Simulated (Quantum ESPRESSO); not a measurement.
NaCl in Quantum ESPRESSO: the effect of functional

NaCl:

```xyz
2
Lattice="0.0000 2.7941 2.7941 2.7941 0.0000 2.7941 2.7941 2.7941 0.0000" Properties=species:S:1:pos:R:3 pbc="T T T"
Cl    2.7941    2.7941    2.7941
Na    0.0000    0.0000    0.0000
```

The cell is a database's computed one.

Alike in all runs:

- Program: Quantum ESPRESSO 7.5
- Task: phonons
- Cutoff: 1197 eV
- Density cutoff: 4789 eV
- k mesh: 4 × 4 × 4, shifted
- Occupations: fermi-dirac, width 0.05 eV
- Spin: no spin polarisation

Each run relaxes the cell or the atoms first.

Task: One run gave: relaxed volume 23.07 Å³/atom; dielectric constant 2.48 mean. Which functional did it use?
A. RPBE
B. LDA
C. vdW-DF-cx
D. PW91
E. revPBE

Result: D.

| functional | potentials or basis | relaxed volume (Å³/atom) | dielectric constant (mean) |
| --- | --- | --- | --- |
| LDA | PseudoDojo 0.4.1 SR LDA standard | 20.41 | 2.68 |
| PBEsol | PseudoDojo 0.4.1 SR PBEsol standard | 22.00 | 2.57 |
| PW91 | PseudoDojo 0.4.1 SR PBE standard | 23.07 | 2.48 |
| revPBE | PseudoDojo 0.4.1 SR PBE standard | 24.67 | 2.38 |
| RPBE | PseudoDojo 0.4.1 SR PBE standard | 24.86 | 2.36 |
| vdW-DF-cx | PseudoDojo 0.4.1 SR PBE standard | 22.70 | 2.49 |

Caveats: the potentials were made for another functional, which shifts forces and pressure (some runs); before the sum rule the acoustic modes lie tens of cm⁻¹ from zero, a sign that the density grid also shifts the optical modes (some runs); the acoustic modes lie far from zero, so the frequencies are unreliable (some runs).

Runs at the PBE level aren't shown here.
